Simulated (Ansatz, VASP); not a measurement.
# One calculation of RbBr, two programs

Contents of INCAR:

```
SYSTEM = RbBr
PREC = Accurate
ENCUT = 520
EDIFF = 1E-6
ISMEAR = -1
SIGMA = 0.02
LREAL = .False.
LASPH = .True.
NELM = 80
ALGO = Normal
ISIF = 2
LWAVE = .False.
LCHARG = .False.
GGA = PE
NBANDS = 15
```

The input KPOINTS:

```
regular mesh
0
Gamma
  6 6 6
  0 0 0
```

The input POSCAR:

```
RbBr
1.0
    0.0000000000      3.4608320474      3.4608320474
    3.5639648424      0.0000000000      3.4608320474
    3.5639648424      3.4608320474      0.0000000000
Rb Br
1 1
Direct
    0.0000000000      0.0000000000      0.0000000000
    0.5000000000      0.5000000000      0.5000000000
```

Input for Ansatz:

```yaml
crystal:
  lattice:
    - [0.0, 3.4608320474, 3.4608320474]
    - [3.5639648424, 0.0, 3.4608320474]
    - [3.5639648424, 3.4608320474, 0.0]
  atoms:
    - { symbol: Rb, position: [0.0, 0.0, 0.0] }
    - { symbol: Br, position: [0.5, 0.5, 0.5] }
kpoints:
  mp_grid: { grid: [6, 6, 6] }
  band_path:
    path:
      - [0.0, 0.0, 0.0]
      - [0.5, 0.0, 0.5]
      - [0.625, 0.25, 0.625]
      - [0.375, 0.375, 0.75]
      - [0.5, 0.5, 0.5]
      - [0.5, 0.25, 0.75]
    npoints: 1
hamiltonian:
  xc: pbe
scf:
  occupations: { method: fermi_dirac, width: 0.02 }
  n_extra_bands: 4
output:
  forces: true
  stress: true
  eigenvalues: true
  write_density: true
  write_potential: true
  elf: true
  volumetric_format: npy
```

Change from the starting cell: uniaxial_x strain +3.0%.

Alike in both runs: task single point; functional PBE; k mesh 6 × 6 × 6; occupations fermi-dirac, width 0.02 eV; no spin polarisation.

|  | VASP | Ansatz |
| --- | --- | --- |
| version | VASP 6.6.1 | Ansatz 0.2.0 |
| potentials or method | VASP PAW PBE potentials, release 64 (Rb_sv, Br) | plane waves, PAW |
| plane-wave cutoff (eV) | 520 | 420 |
| valence electrons in the cell | 16 | 16 |

|  | VASP | Ansatz | Ansatz less VASP |
| --- | --- | --- | --- |
| gap on the k mesh at the Fermi level (eV) | 4.21 | 4.21 | +0.002 |
| pressure (GPa) | 0.2 | 0.2 | -0.02 |
| largest component of the traceless stress (GPa) | 0.45 | 0.45 | -0.005 |
